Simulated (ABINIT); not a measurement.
# PtSe2 (Sudovikovite) (P-3m1) in ABINIT: further runs

Runs on PtSe2 (Sudovikovite). Level: PBE. Tasks: single point.

Program: ABINIT 10.8.3 (patched build). These are calculated values, not measurements. Logs are shortened: lines on timing, memory, paths and dates and some standing lists are left out, and cuts for length are marked. The log counts tension as positive stress, the text compression.

### Step 1. The undisturbed crystal

Symmetry: P-3m1, No. 164, trigonal system. Conventional cell: a = 3.724 Å, b = 3.724 Å, c = 5.062 Å, α = 90.00°, β = 90.00°, γ = 120.00°. Pt (site symmetry -3m) has 6 Se at 2.49 Å as nearest neighbours. Se (site symmetry 3m) has 3 Pt at 2.49 Å as nearest neighbours.

### Step 2. Single point, PBE, 20.27 Å³/atom (uniaxial strain of 0 %)

File run.abi:

```
# Pseudopotentials
pp_dirpath "./"
pseudos "Pt.GGA_PBE-JTH.xml, Se.GGA_PBE-JTH.xml"

# Structure
acell 3*1.0 Angstrom
rprim
     3.7240000000     0.0000000000     0.0000000000
    -1.8620000000     3.2250786037     0.0000000000
     0.0000000000     0.0000000000     5.0620000000
ntypat 2
znucl 78 34
natom 3
typat 1 2 2
xcart
     0.0000000000     0.0000000000     0.0000000000
     3.5186700444     2.0315050969     7.1743452321
    -0.0000000004     4.0630101945     2.3914484107

# Plane-wave basis
ecut 16.0
pawecutdg 32.0
pawxcdev 0

# k points
kptopt 1
ngkpt 8 8 5
nshiftk 1
shiftk 0.0 0.0 0.0

# Exchange and correlation
ixc 11

# Bands and occupations
nband 15
occopt 3
tsmear 0.00183747

# SCF cycle
nstep 100
tolvrs 1.0e-9

# Output
iomode 3
prtwf 0
prteig 0
prtebands 0
enunit 2
prtden 1
prtvha 1
prtvclmb 1
prtpot 1
```

Potentials or basis: JTH PAW PBE v2.0.

On the command line:

```bash
> abinit run.abi > log 2>&1
```

run.abo:

```text
.Version 10.8.3 of ABINIT
 Symmetries : space group P-3 m 1 (#164); Bravais hP (primitive hexag.)
================================================================================
 Values of the parameters that define the memory need of the present run
     intxc =       0    ionmov =       0      iscf =      17    lmnmax =      18
     lnmax =       6     mgfft =      36  mpssoang =       3    mqgrid =    3001
     natom =       3  nloc_mem =       2    nspden =       1   nspinor =       1
    nsppol =       1      nsym =      12    n1xccc =       1    ntypat =       2
    occopt =       3   xclevel =       2
       mpw =        1267          nfft =       26244          nkpt =          40
 PAW method is used; the additional fine FFT grid is defined by:
   mgfftf=        50    nfftf =     64800
================================================================================
================================================================================

--------------------------------------------------------------------------------
------------- Echo of variables that govern the present computation ------------
--------------------------------------------------------------------------------
 -outvars: echo values of preprocessed input variables --------
            acell      1.8897261259E+00  1.8897261259E+00  1.8897261259E+00 Bohr
              amu      1.95080000E+02  7.89600000E+01
             ecut      1.60000000E+01 Hartree
           enunit           2
              ixc          11
         kptrlatt        8    0    0      0    8    0      0    0    5
          kptrlen      4.78289682E+01
            natom           3
            nband          15
            ngfft          27      27      36
          ngfftdg          36      36      50
             nkpt          40
            nstep         100
             nsym          12
           ntypat           2
           occopt           3
        pawecutdg      3.20000000E+01 Hartree
         pawxcdev           0
        prtebands           0
           prteig           0
           prtpot           1
         prtvclmb           1
           prtvha           1
            prtwf           0
            rprim      3.7240000000E+00  0.0000000000E+00  0.0000000000E+00
                      -1.8620000000E+00  3.2250786037E+00  0.0000000000E+00
                       0.0000000000E+00  0.0000000000E+00  5.0620000000E+00
          spgroup         164
           tolvrs      1.00000000E-09
           tsmear      1.83747000E-03 Hartree
            typat      1  2  2
           useylm           1
           xangst      0.0000000000E+00  0.0000000000E+00  0.0000000000E+00
                       1.8620000000E+00  1.0750262012E+00  3.7964999991E+00
                       9.4261207053E-18  2.1500524025E+00  1.2655000009E+00
            xcart      0.0000000000E+00  0.0000000000E+00  0.0000000000E+00
                       3.5186700464E+00  2.0315050985E+00  7.1743452354E+00
                       1.7812786563E-17  4.0630101970E+00  2.3914484140E+00
             xred      0.0000000000E+00  0.0000000000E+00  0.0000000000E+00
                       6.6666666667E-01  3.3333333333E-01  7.4999999983E-01
                       3.3333333333E-01  6.6666666667E-01  2.5000000017E-01
            znucl       78.00000   34.00000

================================================================================

 chkinp: Checking input parameters for consistency.

================================================================================
== DATASET  1 ==================================================================

--- !DatasetInfo
iteration_state: {dtset: 1, }
dimensions: {natom: 3, nkpt: 40, mband: 15, nsppol: 1, nspinor: 1, nspden: 1, mpw: 1267, }
cutoff_energies: {ecut:  16.0, pawecutdg:  32.0, }
electrons: {nelect:   2.20000000E+01, charge:   0.00000000E+00, occopt:   3.00000000E+00, tsmear:   1.83747000E-03, }
meta: {optdriver: 0, ionmov: 0, optcell: 0, iscf: 17, paral_kgb: 0, }
...

 Exchange-correlation functional for the present dataset will be:
  GGA: Perdew-Burke-Ernzerhof functional - ixc=11
  J.P.Perdew, K.Burke, M.Ernzerhof, PRL 77, 3865 (1996)

 Real(R)+Recip(G) space primitive vectors, cartesian coordinates (Bohr,Bohr^-1):
 R(1)=  7.0373401  0.0000000  0.0000000  G(1)=  0.1420991  0.0820410  0.0000000
 R(2)= -3.5186700  6.0945153  0.0000000  G(2)=  0.0000000  0.1640820  0.0000000
 R(3)=  0.0000000  0.0000000  9.5657936  G(3)=  0.0000000  0.0000000  0.1045392
 Unit cell volume ucvol=  4.1026902E+02 bohr^3
 Angles (23,13,12)=  9.00000000E+01  9.00000000E+01  1.20000000E+02 degrees

 Coarse grid specifications (used for wave-functions):

 getcut: wavevector=  0.0000  0.0000  0.0000  ngfft=  27  27  36
         ecut(hartree)=     16.000   => boxcut(ratio)=   2.05384
[... 76 lines left out ...]
- [  0.00000000E+00,  -2.92291368E-04,   0.00000000E+00, ]
- [  0.00000000E+00,   0.00000000E+00,  -2.20208465E-04, ]
pressure_GPa:   7.8926E+00
xred      :
- [  0.0000E+00,   0.0000E+00,   0.0000E+00, Pt]
- [  6.6667E-01,   3.3333E-01,   7.5000E-01, Se]
- [  3.3333E-01,   6.6667E-01,   2.5000E-01, Se]
cartesian_forces: # hartree/bohr
- [ -0.00000000E+00,  -0.00000000E+00,  -0.00000000E+00, ]
- [ -4.78278225E-30,   8.28402186E-30,  -1.34889764E-02, ]
- [  4.78278225E-30,  -8.28402186E-30,   1.34889764E-02, ]
force_length_stats: {min:   0.00000000E+00, max:   1.34889764E-02, mean:   8.99265090E-03, }
...

 Integrated electronic density in atomic spheres:
 ------------------------------------------------
 Atom  Sphere_radius  Integrated_density
    1        2.51622          8.73191968
    2        2.21132          3.91409910
    3        2.21132          3.91409910

================================================================================

 ----iterations are completed or convergence reached----

 Mean square residual over all n,k,spin=   83.937E-11; max=  15.302E-08
 reduced coordinates (array xred) for    3 atoms
       0.000000000000      0.000000000000      0.000000000000
       0.666666666667      0.333333333333      0.749999999829
       0.333333333333      0.666666666667      0.250000000171
 rms dE/dt=  6.0827E-02; max dE/dt=  1.2903E-01; dE/dt below (all hartree)
    1       0.000000000000      0.000000000000      0.000000000000
    2       0.000000000000     -0.000000000000      0.129032764369
    3      -0.000000000000      0.000000000000     -0.129032764369

 cartesian coordinates (angstrom) at end:
    1      0.00000000000000     0.00000000000000     0.00000000000000
    2      1.86200000000000     1.07502620123333     3.79649999913411
    3      0.00000000000000     2.15005240246667     1.26550000086589

 cartesian forces (hartree/bohr) at end:
    1     -0.00000000000000    -0.00000000000000    -0.00000000000000
    2     -0.00000000000000     0.00000000000000    -0.01348897635669
    3      0.00000000000000    -0.00000000000000     0.01348897635669
 frms,max,avg= 6.3587644E-03 1.3488976E-02   0.000E+00  0.000E+00  0.000E+00 h/b

 cartesian forces (eV/Angstrom) at end:
    1     -0.00000000000000    -0.00000000000000    -0.00000000000000
    2     -0.00000000000000     0.00000000000000    -0.69363105287080
    3      0.00000000000000    -0.00000000000000     0.69363105287080
 frms,max,avg= 3.2698081E-01 6.9363105E-01   0.000E+00  0.000E+00  0.000E+00 e/A
 length scales=  1.889726125908  1.889726125908  1.889726125908 bohr
              =  1.000000000000  1.000000000000  1.000000000000 angstroms
 Fermi (or HOMO) energy (hartree) =   0.14146   Average Vxc (hartree)=  -0.39090
 Eigenvalues (hartree) for nkpt=  40  k points:
 kpt#   1, nband= 15, wtk=  0.00313, kpt=  0.0000  0.0000  0.0000 (reduced coord)
  -0.43810   -0.33451   -0.12504   -0.09902   -0.09902   -0.00862   -0.00862    0.04459
   0.10082    0.10082    0.15519    0.19278    0.19278    0.27317    0.29431
      occupation numbers for kpt#   1
   2.00000    2.00000    2.00000    2.00000    2.00000    2.00000    2.00000    2.00000
   2.00000    2.00000    0.00114    0.00000    0.00000    0.00000    0.00000
 prteigrs : prtvol=0 or 1, do not print more k-points.

 Fermi (or HOMO) energy (eV) =   3.84939   Average Vxc (eV)= -10.63680
 Eigenvalues (   eV  ) for nkpt=  40  k points:
 kpt#   1, nband= 15, wtk=  0.00313, kpt=  0.0000  0.0000  0.0000 (reduced coord)
 -11.92118   -9.10244   -3.40255   -2.69452   -2.69452   -0.23451   -0.23451    1.21330
   2.74346    2.74346    4.22280    5.24592    5.24592    7.43327    8.00867
 prteigrs : prtvol=0 or 1, do not print more k-points.

--- !EnergyTerms
iteration_state     : {dtset: 1, }
comment             : Components of total free energy in Hartree
kinetic             :  1.47812857477972E+01
hartree             :  8.14891396946285E+00
xc                  : -1.55712457946330E+01
Ewald energy        : -4.30911327896093E+01
psp_core            :  5.05571455010832E+00
local_psp           : -2.50538120901152E+01
PAW spherical_terms :  9.51409072634704E+00
internal            : -4.62161856806421E+01
'-kT*entropy'       : -2.08249057687300E-04
total_energy        : -4.62163939296998E+01
total_energy_eV     : -1.25761214611747E+03
...

--- !EnergyTermsDC
iteration_state     : {dtset: 1, }
comment             : '"Double-counting" decomposition of free energy'
band_energy         : -1.76185762437352E+00
Ewald energy        : -4.30911327896093E+01
psp_core            :  5.05571455010832E+00
xc_dc               : -1.31316513810737E+01
PAW spherical_terms :  6.71272434886831E+00
internal            : -4.62162028960799E+01
'-kT*entropy'       : -2.08249057687300E-04
total_energy_dc     : -4.62164111451376E+01
total_energy_dc_eV  : -1.25761261457340E+03
...

--- !EnergyTermsWithPAWCore
iteration_state     : {dtset: 1, }
comment             : 'Components of total free energy, including PAW core contributions'
Total energy        : -2.32739614579278E+04
Total energy DC     : -2.32739614751432E+04
Total energy (eV)   : -6.33316754705748E+05
Total energy DC (eV): -6.33316755174204E+05
...

 Cartesian components of stress tensor (hartree/bohr^3)
  sigma(1 1)= -2.92291368E-04  sigma(3 2)=  0.00000000E+00
  sigma(2 2)= -2.92291368E-04  sigma(3 1)=  0.00000000E+00
  sigma(3 3)= -2.20208465E-04  sigma(2 1)=  0.00000000E+00

-Cartesian components of stress tensor (GPa)         [Pressure=  7.8926E+00 GPa]
- sigma(1 1)= -8.59950895E+00  sigma(3 2)=  0.00000000E+00
- sigma(2 2)= -8.59950895E+00  sigma(3 1)=  0.00000000E+00
- sigma(3 3)= -6.47875673E+00  sigma(2 1)=  0.00000000E+00

== END DATASET(S) ==============================================================
================================================================================

 -outvars: echo values of variables after computation  --------
            acell      1.8897261259E+00  1.8897261259E+00  1.8897261259E+00 Bohr
           etotal     -4.6216411145E+01
            fcart     -0.0000000000E+00 -0.0000000000E+00 -0.0000000000E+00
                      -4.7827822509E-30  8.2840218600E-30 -1.3488976357E-02
                       4.7827822509E-30 -8.2840218600E-30  1.3488976357E-02
            rprim      3.7240000000E+00  0.0000000000E+00  0.0000000000E+00
                      -1.8620000000E+00  3.2250786037E+00  0.0000000000E+00
                       0.0000000000E+00  0.0000000000E+00  5.0620000000E+00
           strten     -2.9229136808E-04 -2.9229136813E-04 -2.2020846536E-04
                       0.0000000000E+00  0.0000000000E+00  0.0000000000E+00
           xangst      0.0000000000E+00  0.0000000000E+00  0.0000000000E+00
                       1.8620000000E+00  1.0750262012E+00  3.7964999991E+00
                       9.4261207053E-18  2.1500524025E+00  1.2655000009E+00
             xred      0.0000000000E+00  0.0000000000E+00  0.0000000000E+00
                       6.6666666667E-01  3.3333333333E-01  7.4999999983E-01
                       3.3333333333E-01  6.6666666667E-01  2.5000000017E-01
 Calculation completed.
```

Wall time 39 s (1 thread of Arm Neoverse V1, shared host); peak memory 0.13 GiB.

Results:

```
Free energy            : -1257.6126 eV
Pressure               : 7.9 GPa
Largest force          : 0.694 eV/Å
Band gap on the k mesh : none (metal or under the smearing width)
```

Caveat: the atomic spheres overlap.

### Step 3. Single point, PBE, 19.45 Å³/atom (uniaxial strain of -4 %)

run.abi: that of step 2 with these lines changed.

```diff
@@ -9,3 +9,3 @@
     -1.8620000000     3.2250786037     0.0000000000
-     0.0000000000     0.0000000000     5.0620000000
+     0.0000000000     0.0000000000     4.8595200000
 ntypat 2
@@ -16,4 +16,7 @@
      0.0000000000     0.0000000000     0.0000000000
-     3.5186700444     2.0315050969     7.1743452321
-    -0.0000000004     4.0630101945     2.3914484107
+     3.5186700444     2.0315050969     6.8873714229
+    -0.0000000004     4.0630101945     2.2957904743
+chkprim 0
+chksymtnons 0
+tolsym 1.0e-6
```

Potentials or basis: JTH PAW PBE v2.0.

On the command line:

```bash
> abinit run.abi > log 2>&1
```

Run time: 43 s. Hardware: 1 thread of Arm Neoverse V1, shared host; peak memory 0.13 GiB.

It converged, with:

| Property | Result |
| --- | --- |
| Free energy | -1257.4758 eV |
| Pressure | 13.0 GPa |
| Largest force | 1.302 eV/Å |
| Band gap on the k mesh | none (metal or under the smearing width) |

Caveat: the atomic spheres overlap.
